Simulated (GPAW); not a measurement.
**MgB2 in GPAW: the effect of strain hydrostatic**

Crystal: MgB2.

```xyz
3
Lattice="2.9616 0.0000 0.0000 -1.4808 2.5648 0.0000 0.0000 0.0000 3.3821" Properties=species:S:1:pos:R:3 pbc="T T T"
Mg    0.0000    0.0000    0.0000
B     1.4808    0.8549    1.6910
B     0.0000    1.7099    1.6910
```

Alike in all runs:

- Program: GPAW 26.7.0
- Task: single point
- Functional: PBEsol
- Potentials or basis: PAW data sets generated in the run's folder for this functional
- Cutoff: 800 eV
- Basis: pw
- k mesh: 10 × 10 × 8
- Occupations: fermi-dirac, width 0.05 eV
- Spin: no spin polarisation
- Maxiter: 150

Task: One run gave: pressure -3.1 GPa. Which strain hydrostatic did it use?
A. 0.02
B. -0.01
C. -0.04
D. -0.02
E. 0

Result: E.

```tsv
strain hydrostatic	pressure (GPa)
-0.04	19.2
-0.02	6.8
-0.01	1.6
0	-3.1
0.01	-7.2
0.02	-10.8
0.04	-16.8
```

Caveats: the density grid can change from cell to cell, which puts small steps into energies and stress.
